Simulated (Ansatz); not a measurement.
BeSe (F-43m) from a database of computed structures, relaxed with r2SCAN in Ansatz: the symmetry is F-43m (No. 216, cubic); conventional cell a = 5.162 Å, 17.19 Å³ an atom. Be has 4 Se at 2.24 Å; Se has 4 Be at 2.24 Å. The primitive cell holds 2 atoms in 34.39 Å³. The values are computed, non-magnetic, and not measurements.

Computed values: PBE gives a gap of 2.66 eV and PBE0 (25 % exact exchange) 4.17 eV; one over PBE's mean ε∞ is 0.166. Without spin-orbit coupling PBE's valence top is a threefold level at Γ and the gap is 2.656 eV; with it the level splits into four states above two, Δ₀ = 0.438 eV apart. HSE06+SOC (6×6×6) gives a least gap of 3.34 eV and a least direct gap of 5.22 eV. r2SCAN's ε∞ is 5.57.

Taking the gap as linear in the share of unscreened exchange, estimate the gap of the hybrid whose share is 1/ε∞.
The slope is (4.17 − 2.66)/0.25 = 6.04 eV per unit share, so E_g ≈ 2.66 + 6.04 × 0.166 = 3.66 eV. The run with that share gives 3.66 eV (6×6×6 mesh), 0.00 eV from the straight line.

If the centre of gravity stays and the conduction band doesn't move, what gap follows with spin-orbit coupling?
The fourfold level rises by Δ₀/3 = 0.146 eV and the twofold one falls by 2Δ₀/3, so E_g ≈ 2.656 − 0.146 = 2.510 eV. The PBE+SOC run gives 2.513 eV, +0.003 eV from the estimate.

At what wavelength does absorption set in by HSE06+SOC, excitons left aside?
λ = 1239.84 eV nm/E: 371 nm for the least gap, where it needs phonons and is weak, and 238 nm for direct transitions.

What refractive index and reflectivity at normal incidence follow, below the gap and above the phonons?
n = √5.57 = 2.360; R = ((n − 1)/(n + 1))² = (1.360/3.360)² = 16.4 % a face.

Only the levels marked +SOC include spin-orbit coupling.

The meshes of the hybrids are coarse, so their gaps aren't converged to the digits shown.
